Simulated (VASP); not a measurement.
SiC (Moissanite 6H), 12 atoms in the cell. The structure is hexagonal, space group P6_3mc (No. 186). Conventional cell: a = 3.080 Å, b = 3.080 Å, c = 15.112 Å, α = 90.00°, β = 90.00°, γ = 120.00°. Around Si (site symmetry 3m) lie 4 C at 1.89 Å. Si (site symmetry 3m) has 4 C at 1.89 Å as nearest neighbours. Around Si (site symmetry 3m) lie 4 C at 1.88 to 1.89 Å. C (site symmetry 3m) is surrounded by 4 Si at 1.88 to 1.89 Å. Around C (site symmetry 3m) lie 4 Si at 1.89 Å. C (site symmetry 3m) is surrounded by 4 Si at 1.89 Å. 

| Item | Value |
| --- | --- |
| Program | VASP 6.6.1 |
| Task | relaxation of cell and atoms |
| Functional | PBEsol |
| Potentials or basis | VASP PAW PBE potentials, release 64 (Si, C) |
| Cutoff | 600 eV |
| k mesh | 12 × 12 × 2 |
| Occupations | gaussian, width 0.03 eV |
| Spin | no spin polarisation |
| Further INCAR settings | ALGO = Normal; EDIFF = 1e-07; IBRION = 2; EDIFFG = -0.005; NSW = 90; ISIF = 3 |

Potentials or basis: VASP PAW PBE potentials, release 64 (Si, C).

The run is started by

```console
$ cat potpaw_PBE.64/Si/POTCAR potpaw_PBE.64/C/POTCAR > POTCAR
$ mpirun -np 8 vasp_std > vasp.out
```

Hardware: 8 MPI ranks on Intel(R) Xeon(R) Platinum 8488C (Sapphire Rapids), with other jobs on the host.

Problem. Estimate the wall time of this run.

Solution. Run time: 39 s on 8 MPI ranks on Intel(R) Xeon(R) Platinum 8488C (Sapphire Rapids), on a shared host, peak memory 0.36 GiB a rank. Counts: scf iterations 14, k points 38, ion steps 1.
